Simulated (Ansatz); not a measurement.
**Zr2N: a tetragonal deformation path**

Aim: for Zr2N, look for other minima along a tetragonal path.

Computed with Ansatz 0.2.0 (DFT PBEsol, scalar-relativistic, plane waves, PAW, unless a step's input says otherwise).

1 further run of the same task is left out (set aside as unsound or not needed). Runs told in other sessions of the task aren't counted.

## (1) Starting point

Symmetry: P4_2/mnm, No. 136, tetragonal system. The conventional cell has a = 5.370 Å, b = 5.370 Å, c = 3.273 Å, α = 90.00°, β = 90.00°, γ = 90.00°. Around Zr (site symmetry m2m) lie 3 N at 2.25 Å. N (site symmetry mmm) is surrounded by 6 Zr at 2.25 Å.

As a file:

```
Zr N
1.0
     5.37005    0.00000    0.00000
     0.00000    5.37005    0.00000
     0.00000    0.00000    3.27262
Zr N
4 2
Cartesian
  1.5909 1.5909 0.0000
  3.7792 3.7792 0.0000
  4.2759 1.0941 1.6363
  1.0941 4.2759 1.6363
  0.0000 0.0000 0.0000
  2.6850 2.6850 1.6363
```

It goes back to an entry of the Materials Project, which need not be the stable form.

This cell was relaxed beforehand with the same method: volume 15.73 Å³/atom, gap on the mesh none (metal).

## (2) Zero of the scan

input.yaml reads:

```yaml
crystal:
  lattice:
    - [5.3700487691, 0.0, 0.0]
    - [0.0, 5.3700487691, 0.0]
    - [0.0, 0.0, 3.2726229568]
  atoms:
    - { symbol: Zr, position: [0.2962523428, 0.2962523428, 0.0] }
    - { symbol: Zr, position: [0.7037476572, 0.7037476572, 0.0] }
    - { symbol: Zr, position: [0.7962523428, 0.2037476572, 0.5] }
    - { symbol: Zr, position: [0.2037476572, 0.7962523428, 0.5] }
    - { symbol: "N", position: [0.0, 0.0, 0.0] }
    - { symbol: "N", position: [0.5, 0.5, 0.5] }
basis:
  ecutwfc: 420
kpoints:
  mp_grid: { grid: [10, 10, 16] }
hamiltonian:
  xc: pbesol
scf:
  occupations: { method: gaussian, width: 0.15 }
output:
  forces: true
  stress: true
  eigenvalues: true
```

On the command line:

```sh
> ansatz run input.yaml --threads 1 --pin off --max-ram 2560MiB --backend cpu --events-out ev --progress --plain --runs-dir out
```

The log of the run, cut to the lines that bear on the results:

```text
Warning: RAYON_NUM_THREADS=1 ignored (pool sized by the plan → 1); use --threads N
[...]
Pseudopotentials: kind: paw
Pseudopotential: Zr, paw, valence charge 12, recommended cutoff 420 eV (normal), Zr.paw.azcp
Pseudopotential: N, paw, valence charge 5, recommended cutoff 420 eV (normal), N.paw.azcp
Functional definition: PBEsol
[...]
Crystal: 6 atoms, lattice volume = 94.374 Å³
Basis set: ecut = 420 eV, 1859 PW (Γ), exchange–correlation on 72×72×48 points (8 copies of the dense FFT grid, shifted against one another)
Bands: 35, of which v1, the nominal top of the filled ones, is band 29 counted from 1 (28 counted from 0)
Symmetry: 16 space group operations
Space group: P42/mnm (ITA 136), of the structure as read, at distance tolerance 4.6e-5 Å
k-points: 189 of 1600
[...]
SCF iter   1: F=—  HF=-17279.792495 eV  |F-HF|=—  |Δ(HF+E_count)|=         —  Δρ=6.71e-3  dr2=2.59e-2  ethr=1.77e-3  ⟨swp⟩=4.5  Hψ=25329  notcnv=0
[...]
SCF iter   7: F=-17279.785557 eV  HF=-17279.785557 eV  |F-HF|=2.17e-9  |Δ(HF+E_count)|=   7.06e-8  Δρ=2.21e-6  dr2=5.01e-9  ethr=1.72e-10  ⟨swp⟩=8.4  Hψ=23881  notcnv=0
[...]
SCF converged after 7 iterations
Free energy (F): -17279.785557 eV
[...]
E sigma→0 (E₀):  -17279.768444 eV
Entropy (-TS):   -0.034226 eV (-5.704 meV/atom)
Fermi energy:    15.243405 eV
[...]
--- Forces (eV/Å), atoms counted from 1 ---
  atom   1  Zr    -0.00745538    -0.00745538     0.00000000
  atom   2  Zr     0.00745538     0.00745538     0.00000000
  atom   3  Zr    -0.00745538     0.00745538     0.00000000
  atom   4  Zr     0.00745538    -0.00745538     0.00000000
  atom   5  N      0.00000000    -0.00000000     0.00000000
  atom   6  N      0.00000000     0.00000000     0.00000000
[...]
--- Stress (GPa, compression-positive) ---
       -0.124246       0.000000       0.000000
        0.000000      -0.124246       0.000000
        0.000000       0.000000       0.110049
  P = ⅓ Tr σ = -0.0461 GPa (-0.461 kbar)
--- Band table (eV; the first three rows and the last of 189) ---
[...]
```

Wall time 34 s (1 thread of Arm Neoverse V1, shared host); peak memory 0.64 GiB.

The reference gives a free energy of -17279.7856 eV, pressure -0.05 GPa, largest force 0.011 eV/Å and gap on the mesh none (metal).

## (3) Next: a tetragonal deformation path

At fixed volume and fractional coordinates, lengths along (0.000, 0.000, 1.000) are scaled against those across it; ρ is that ratio over its starting value.

## (4) Point ρ = 0.850

input.yaml: that of step 2 with these lines changed.

```diff
@@ -2,5 +2,5 @@
   lattice:
-    - [5.3700487691, 0.0, 0.0]
-    - [0.0, 5.3700487691, 0.0]
-    - [0.0, 0.0, 3.2726229568]
+    - [5.6689843049, 0.0, 0.0]
+    - [0.0, 5.6689843049, 0.0]
+    - [0.0, 0.0, 2.9365805841]
   atoms:
```

On the command line:

```sh
> ansatz run input.yaml --threads 1 --pin off --max-ram 2560MiB --backend cpu --events-out ev --progress --plain --runs-dir out
```

The log of the run, cut to the lines that bear on the results:

```text
Warning: RAYON_NUM_THREADS=1 ignored (pool sized by the plan → 1); use --threads N
[...]
[... 4 set-up lines as earlier in the session ...]
[...]
Crystal: 6 atoms, lattice volume = 94.374 Å³
Basis set: ecut = 420 eV, 1869 PW (Γ), exchange–correlation on 80×80×40 points (8 copies of the dense FFT grid, shifted against one another)
Bands: 35, of which v1, the nominal top of the filled ones, is band 29 counted from 1 (28 counted from 0)
[... 2 set-up lines as earlier in the session ...]
k-points: 189 of 1600
[...]
SCF iter   1: F=—  HF=-17278.363516 eV  |F-HF|=—  |Δ(HF+E_count)|=         —  Δρ=6.80e-3  dr2=2.96e-2  ethr=1.77e-3  ⟨swp⟩=4.5  Hψ=25404  notcnv=0
[...]
SCF iter   7: F=-17278.353994 eV  HF=-17278.353994 eV  |F-HF|=1.25e-8  |Δ(HF+E_count)|=   1.10e-7  Δρ=3.58e-6  dr2=1.95e-8  ethr=1.72e-10  ⟨swp⟩=7.8  Hψ=25059  notcnv=0
[...]
SCF converged after 7 iterations
Free energy (F): -17278.353994 eV
[...]
E sigma→0 (E₀):  -17278.325793 eV
Entropy (-TS):   -0.056402 eV (-9.400 meV/atom)
Fermi energy:    15.298247 eV
[...]
--- Forces (eV/Å), atoms counted from 1 ---
  atom   1  Zr     0.02725982     0.02725982     0.00000000
  atom   2  Zr    -0.02725982    -0.02725982    -0.00000000
  atom   3  Zr     0.02725982    -0.02725982    -0.00000000
  atom   4  Zr    -0.02725982     0.02725982     0.00000000
  atom   5  N      0.00000000    -0.00000000     0.00000000
  atom   6  N     -0.00000000    -0.00000000    -0.00000000
[...]
--- Stress (GPa, compression-positive) ---
      -12.091319      -0.000000       0.000000
       -0.000000     -12.091319       0.000000
        0.000000       0.000000      31.937829
  P = ⅓ Tr σ = 2.5851 GPa (25.851 kbar)
--- Band table (eV; the first three rows and the last of 189) ---
[...]
```

It took 35 s on 1 thread of Arm Neoverse V1, shared host; peak memory 0.65 GiB.

## (5) ρ = 1.200

input.yaml: that of step 4 with these lines changed.

```diff
@@ -2,5 +2,5 @@
   lattice:
-    - [5.6689843049, 0.0, 0.0]
-    - [0.0, 5.6689843049, 0.0]
-    - [0.0, 0.0, 2.9365805841]
+    - [5.0534093686, 0.0, 0.0]
+    - [0.0, 5.0534093686, 0.0]
+    - [0.0, 0.0, 3.6955873336]
   atoms:
```

On the command line:

```sh
> ansatz run input.yaml --threads 1 --pin off --max-ram 2560MiB --backend cpu --events-out ev --progress --plain --runs-dir out
```

The log of the run, cut to the lines that bear on the results:

```text
Warning: RAYON_NUM_THREADS=1 ignored (pool sized by the plan → 1); use --threads N
[...]
[... 4 set-up lines as earlier in the session ...]
[...]
Crystal: 6 atoms, lattice volume = 94.374 Å³
Basis set: ecut = 420 eV, 1833 PW (Γ), exchange–correlation on 72×72×50 points (8 copies of the dense FFT grid, shifted against one another)
Bands: 35, of which v1, the nominal top of the filled ones, is band 29 counted from 1 (28 counted from 0)
[... 2 set-up lines as earlier in the session ...]
k-points: 189 of 1600
[...]
SCF iter   1: F=—  HF=-17278.452097 eV  |F-HF|=—  |Δ(HF+E_count)|=         —  Δρ=6.87e-3  dr2=2.47e-2  ethr=1.77e-3  ⟨swp⟩=4.5  Hψ=26021  notcnv=0
[...]
SCF iter   7: F=-17278.448011 eV  HF=-17278.448011 eV  |F-HF|=1.95e-9  |Δ(HF+E_count)|=   2.36e-8  Δρ=2.19e-6  dr2=4.83e-9  ethr=1.72e-10  ⟨swp⟩=7.9  Hψ=22099  notcnv=0
[...]
SCF converged after 7 iterations
Free energy (F): -17278.448011 eV
[...]
E sigma→0 (E₀):  -17278.422422 eV
Entropy (-TS):   -0.051178 eV (-8.530 meV/atom)
Fermi energy:    15.305244 eV
[...]
--- Forces (eV/Å), atoms counted from 1 ---
  atom   1  Zr    -0.22722564    -0.22722564     0.00000000
  atom   2  Zr     0.22722564     0.22722564     0.00000000
  atom   3  Zr    -0.22722564     0.22722564     0.00000000
  atom   4  Zr     0.22722564    -0.22722564     0.00000000
  atom   5  N      0.00000000     0.00000000     0.00000000
  atom   6  N      0.00000000    -0.00000000     0.00000000
[...]
--- Stress (GPa, compression-positive) ---
       11.594745       0.000000       0.000000
        0.000000      11.594745       0.000000
        0.000000       0.000000     -20.692461
  P = ⅓ Tr σ = 0.8323 GPa (8.323 kbar)
--- Band table (eV; the first three rows and the last of 189) ---
[...]
```

It took 36 s on 1 thread of Arm Neoverse V1, shared host; peak memory 0.66 GiB.

## (6) At ρ = 0.920

input.yaml: that of step 5 with these lines changed.

```diff
@@ -2,5 +2,5 @@
   lattice:
-    - [5.0534093686, 0.0, 0.0]
-    - [0.0, 5.0534093686, 0.0]
-    - [0.0, 0.0, 3.6955873336]
+    - [5.5213967345, 0.0, 0.0]
+    - [0.0, 5.5213967345, 0.0]
+    - [0.0, 0.0, 3.0956690423]
   atoms:
```

On the command line:

```sh
> ansatz run input.yaml --threads 1 --pin off --max-ram 2560MiB --backend cpu --events-out ev --progress --plain --runs-dir out
```

The log of the run, cut to the lines that bear on the results:

```text
Warning: RAYON_NUM_THREADS=1 ignored (pool sized by the plan → 1); use --threads N
[...]
[... 4 set-up lines as earlier in the session ...]
[...]
Crystal: 6 atoms, lattice volume = 94.374 Å³
Basis set: ecut = 420 eV, 1847 PW (Γ), exchange–correlation on 80×80×48 points (8 copies of the dense FFT grid, shifted against one another)
Bands: 35, of which v1, the nominal top of the filled ones, is band 29 counted from 1 (28 counted from 0)
[... 2 set-up lines as earlier in the session ...]
k-points: 189 of 1600
[...]
SCF iter   1: F=—  HF=-17279.415750 eV  |F-HF|=—  |Δ(HF+E_count)|=         —  Δρ=6.39e-3  dr2=2.55e-2  ethr=1.77e-3  ⟨swp⟩=4.5  Hψ=25381  notcnv=0
[...]
SCF iter   7: F=-17279.407645 eV  HF=-17279.407645 eV  |F-HF|=2.97e-8  |Δ(HF+E_count)|=   1.42e-7  Δρ=4.59e-6  dr2=4.07e-8  ethr=1.72e-10  ⟨swp⟩=8.1  Hψ=24091  notcnv=0
[...]
SCF converged after 7 iterations
Free energy (F): -17279.407645 eV
[...]
E sigma→0 (E₀):  -17279.387069 eV
Entropy (-TS):   -0.041152 eV (-6.859 meV/atom)
Fermi energy:    15.241756 eV
[...]
--- Forces (eV/Å), atoms counted from 1 ---
  atom   1  Zr     0.06571728     0.06571728     0.00000000
  atom   2  Zr    -0.06571728    -0.06571728     0.00000000
  atom   3  Zr     0.06571728    -0.06571728     0.00000000
  atom   4  Zr    -0.06571728     0.06571728     0.00000000
  atom   5  N     -0.00000000    -0.00000000     0.00000000
  atom   6  N      0.00000000     0.00000000     0.00000000
[...]
--- Stress (GPa, compression-positive) ---
       -6.697505       0.000000       0.000000
        0.000000      -6.697505       0.000000
        0.000000       0.000000      16.430581
  P = ⅓ Tr σ = 1.0119 GPa (10.119 kbar)
--- Band table (eV; the first three rows and the last of 189) ---
[...]
```

Wall time 36 s (1 thread of Arm Neoverse V1, shared host); peak memory 0.65 GiB.

## (7) ρ = 1.100

input.yaml: that of step 6 with these lines changed.

```diff
@@ -2,5 +2,5 @@
   lattice:
-    - [5.5213967345, 0.0, 0.0]
-    - [0.0, 5.5213967345, 0.0]
-    - [0.0, 0.0, 3.0956690423]
+    - [5.2021236181, 0.0, 0.0]
+    - [0.0, 5.2021236181, 0.0]
+    - [0.0, 0.0, 3.4873143429]
   atoms:
```

On the command line:

```sh
> ansatz run input.yaml --threads 1 --pin off --max-ram 2560MiB --backend cpu --events-out ev --progress --plain --runs-dir out
```

The log of the run, cut to the lines that bear on the results:

```text
[...]
SCF converged after 7 iterations
Free energy (F): -17279.369752 eV
[...]
E sigma→0 (E₀):  -17279.349879 eV
Entropy (-TS):   -0.039747 eV (-6.625 meV/atom)
Fermi energy:    15.274670 eV
[...]
--- Forces (eV/Å), atoms counted from 1 ---
  atom   1  Zr    -0.14165390    -0.14165390     0.00000000
  atom   2  Zr     0.14165390     0.14165390     0.00000000
  atom   3  Zr    -0.14165390     0.14165390     0.00000000
  atom   4  Zr     0.14165390    -0.14165390     0.00000000
  atom   5  N      0.00000000    -0.00000000     0.00000000
  atom   6  N      0.00000000     0.00000000     0.00000000
[...]
--- Stress (GPa, compression-positive) ---
        6.892942       0.000000       0.000000
        0.000000       6.892942       0.000000
        0.000000       0.000000     -13.989392
  P = ⅓ Tr σ = -0.0678 GPa (-0.678 kbar)
--- Band table (eV; the first three rows and the last of 189) ---
[...]
```

Run time: 34 s. Hardware: 1 thread of Arm Neoverse V1, shared host; peak memory 0.66 GiB.

## (8) At ρ = 0.960

input.yaml: that of step 7 with these lines changed.

```diff
@@ -2,5 +2,5 @@
   lattice:
-    - [5.2021236181, 0.0, 0.0]
-    - [0.0, 5.2021236181, 0.0]
-    - [0.0, 0.0, 3.4873143429]
+    - [5.4436202233, 0.0, 0.0]
+    - [0.0, 5.4436202233, 0.0]
+    - [0.0, 0.0, 3.1847606206]
   atoms:
```

On the command line:

```sh
> ansatz run input.yaml --threads 1 --pin off --max-ram 2560MiB --backend cpu --events-out ev --progress --plain --runs-dir out
```

The log of the run, cut to the lines that bear on the results:

```text
[...]
SCF converged after 7 iterations
Free energy (F): -17279.694459 eV
[...]
E sigma→0 (E₀):  -17279.675952 eV
Entropy (-TS):   -0.037013 eV (-6.169 meV/atom)
Fermi energy:    15.233921 eV
[...]
--- Forces (eV/Å), atoms counted from 1 ---
  atom   1  Zr     0.03530347     0.03530347     0.00000000
  atom   2  Zr    -0.03530347    -0.03530347     0.00000000
  atom   3  Zr     0.03530347    -0.03530347     0.00000000
  atom   4  Zr    -0.03530347     0.03530347     0.00000000
  atom   5  N      0.00000000    -0.00000000     0.00000000
  atom   6  N      0.00000000     0.00000000     0.00000000
[...]
--- Stress (GPa, compression-positive) ---
       -3.376041       0.000000       0.000000
        0.000000      -3.376041       0.000000
        0.000000       0.000000       7.856929
  P = ⅓ Tr σ = 0.3683 GPa (3.683 kbar)
--- Band table (eV; the first three rows and the last of 189) ---
[...]
```

It took 35 s on 1 thread of Arm Neoverse V1, shared host; peak memory 0.66 GiB.

## (9) ρ = 1.050

input.yaml: that of step 8 with these lines changed.

```diff
@@ -2,5 +2,5 @@
   lattice:
-    - [5.4436202233, 0.0, 0.0]
-    - [0.0, 5.4436202233, 0.0]
-    - [0.0, 0.0, 3.1847606206]
+    - [5.2834199307, 0.0, 0.0]
+    - [0.0, 5.2834199307, 0.0]
+    - [0.0, 0.0, 3.3808209579]
   atoms:
```

On the command line:

```sh
> ansatz run input.yaml --threads 1 --pin off --max-ram 2560MiB --backend cpu --events-out ev --progress --plain --runs-dir out
```

The log of the run, cut to the lines that bear on the results:

```text
Warning: RAYON_NUM_THREADS=1 ignored (pool sized by the plan → 1); use --threads N
[...]
[... 4 set-up lines as earlier in the session ...]
[...]
Crystal: 6 atoms, lattice volume = 94.374 Å³
Basis set: ecut = 420 eV, 1859 PW (Γ), exchange–correlation on 72×72×48 points (8 copies of the dense FFT grid, shifted against one another)
Bands: 35, of which v1, the nominal top of the filled ones, is band 29 counted from 1 (28 counted from 0)
[... 2 set-up lines as earlier in the session ...]
k-points: 189 of 1600
[...]
SCF iter   1: F=—  HF=-17279.678606 eV  |F-HF|=—  |Δ(HF+E_count)|=         —  Δρ=6.98e-3  dr2=2.67e-2  ethr=1.77e-3  ⟨swp⟩=4.4  Hψ=25450  notcnv=0
[...]
SCF iter   7: F=-17279.672582 eV  HF=-17279.672582 eV  |F-HF|=1.39e-9  |Δ(HF+E_count)|=   5.70e-8  Δρ=2.30e-6  dr2=4.42e-9  ethr=1.72e-10  ⟨swp⟩=8.3  Hψ=23600  notcnv=0
[...]
SCF converged after 7 iterations
Free energy (F): -17279.672582 eV
[...]
E sigma→0 (E₀):  -17279.655523 eV
Entropy (-TS):   -0.034118 eV (-5.686 meV/atom)
Fermi energy:    15.262175 eV
[...]
--- Forces (eV/Å), atoms counted from 1 ---
  atom   1  Zr    -0.06888727    -0.06888727     0.00000000
  atom   2  Zr     0.06888727     0.06888727     0.00000000
  atom   3  Zr    -0.06888727     0.06888727     0.00000000
  atom   4  Zr     0.06888727    -0.06888727     0.00000000
  atom   5  N      0.00000000    -0.00000000     0.00000000
  atom   6  N      0.00000000     0.00000000     0.00000000
[...]
--- Stress (GPa, compression-positive) ---
        3.705186       0.000000       0.000000
        0.000000       3.705186       0.000000
        0.000000       0.000000      -8.043747
  P = ⅓ Tr σ = -0.2111 GPa (-2.111 kbar)
--- Band table (eV; the first three rows and the last of 189) ---
[...]
```

Run time: 34 s. Hardware: 1 thread of Arm Neoverse V1, shared host; peak memory 0.66 GiB.

## (10) At ρ = 0.800

input.yaml: that of step 9 with these lines changed.

```diff
@@ -2,5 +2,5 @@
   lattice:
-    - [5.2834199307, 0.0, 0.0]
-    - [0.0, 5.2834199307, 0.0]
-    - [0.0, 0.0, 3.3808209579]
+    - [5.7847096777, 0.0, 0.0]
+    - [0.0, 5.7847096777, 0.0]
+    - [0.0, 0.0, 2.8202609702]
   atoms:
```

On the command line:

```sh
> ansatz run input.yaml --threads 1 --pin off --max-ram 2560MiB --backend cpu --events-out ev --progress --plain --runs-dir out
```

The log of the run, cut to the lines that bear on the results:

```text
[...]
SCF converged after 7 iterations
Free energy (F): -17277.144755 eV
[...]
E sigma→0 (E₀):  -17277.113076 eV
Entropy (-TS):   -0.063358 eV (-10.560 meV/atom)
Fermi energy:    15.362530 eV
[...]
--- Forces (eV/Å), atoms counted from 1 ---
  atom   1  Zr    -0.11790614    -0.11790614     0.00000000
  atom   2  Zr     0.11790614     0.11790614    -0.00000000
  atom   3  Zr    -0.11790614     0.11790614    -0.00000000
  atom   4  Zr     0.11790614    -0.11790614     0.00000000
  atom   5  N      0.00000000    -0.00000000     0.00000000
  atom   6  N     -0.00000000    -0.00000000    -0.00000000
[...]
--- Stress (GPa, compression-positive) ---
      -15.076962      -0.000000       0.000000
       -0.000000     -15.076962       0.000000
        0.000000       0.000000      42.154507
  P = ⅓ Tr σ = 4.0002 GPa (40.002 kbar)
--- Band table (eV; the first three rows and the last of 189) ---
[...]
```

Wall time 35 s (1 thread of Arm Neoverse V1, shared host); peak memory 0.66 GiB.

## (11) ρ = 1.300

input.yaml: that of step 10 with these lines changed.

```diff
@@ -2,5 +2,5 @@
   lattice:
-    - [5.7847096777, 0.0, 0.0]
-    - [0.0, 5.7847096777, 0.0]
-    - [0.0, 0.0, 2.8202609702]
+    - [4.9203626416, 0.0, 0.0]
+    - [0.0, 4.9203626416, 0.0]
+    - [0.0, 0.0, 3.898146955]
   atoms:
```

On the command line:

```sh
> ansatz run input.yaml --threads 1 --pin off --max-ram 2560MiB --backend cpu --events-out ev --progress --plain --runs-dir out
```

The log of the run, cut to the lines that bear on the results:

```text
Warning: RAYON_NUM_THREADS=1 ignored (pool sized by the plan → 1); use --threads N
[...]
[... 4 set-up lines as earlier in the session ...]
[...]
Crystal: 6 atoms, lattice volume = 94.374 Å³
Basis set: ecut = 420 eV, 1905 PW (Γ), exchange–correlation on 72×72×54 points (8 copies of the dense FFT grid, shifted against one another)
Bands: 35, of which v1, the nominal top of the filled ones, is band 29 counted from 1 (28 counted from 0)
[... 2 set-up lines as earlier in the session ...]
k-points: 189 of 1600
[...]
SCF iter   1: F=—  HF=-17277.334358 eV  |F-HF|=—  |Δ(HF+E_count)|=         —  Δρ=7.93e-3  dr2=4.06e-2  ethr=1.77e-3  ⟨swp⟩=4.7  Hψ=26223  notcnv=0
[...]
SCF iter   6: F=-17277.327119 eV  HF=-17277.327119 eV  |F-HF|=7.17e-9  |Δ(HF+E_count)|=   3.90e-8  Δρ=5.60e-6  dr2=2.36e-8  ethr=1.72e-10  ⟨swp⟩=7.6  Hψ=28366  notcnv=0
[...]
SCF converged after 6 iterations
Free energy (F): -17277.327119 eV
[...]
E sigma→0 (E₀):  -17277.298464 eV
Entropy (-TS):   -0.057310 eV (-9.552 meV/atom)
Fermi energy:    15.363610 eV
[...]
--- Forces (eV/Å), atoms counted from 1 ---
  atom   1  Zr    -0.12704531    -0.12704531     0.00000000
  atom   2  Zr     0.12704531     0.12704531     0.00000000
  atom   3  Zr    -0.12704531     0.12704531     0.00000000
  atom   4  Zr     0.12704531    -0.12704531     0.00000000
  atom   5  N      0.00000000    -0.00000000     0.00000000
  atom   6  N      0.00000000     0.00000000     0.00000000
[...]
--- Stress (GPa, compression-positive) ---
       15.213998       0.000000       0.000000
        0.000000      15.213998       0.000000
        0.000000       0.000000     -23.057708
  P = ⅓ Tr σ = 2.4568 GPa (24.568 kbar)
--- Band table (eV; the first three rows and the last of 189) ---
[...]
```

It took 35 s on 1 thread of Arm Neoverse V1, shared host; peak memory 0.66 GiB.

## (12) The scan collected

All points in order; energies are free energies above the reference cell:

```tsv
ρ	ΔE (meV/atom)	pressure (GPa)	space group
0.800	440.1	4.0	P4_2/mnm
0.850	238.6	2.6	P4_2/mnm
0.920	63.0	1.0	P4_2/mnm
0.960	15.2	0.4	P4_2/mnm
1.000	0.0	0.0	P4_2/mnm
1.050	18.8	-0.2	P4_2/mnm
1.100	69.3	-0.1	P4_2/mnm
1.200	222.9	0.8	P4_2/mnm
1.300	409.7	2.5	P4_2/mnm
```

## (13) Summary of results

```
     quantity                        value
highest point  440.1 meV/atom at ρ = 0.800
```

In words: No sampled point lies below the undisturbed cell. No further minimum shows among the sampled points.
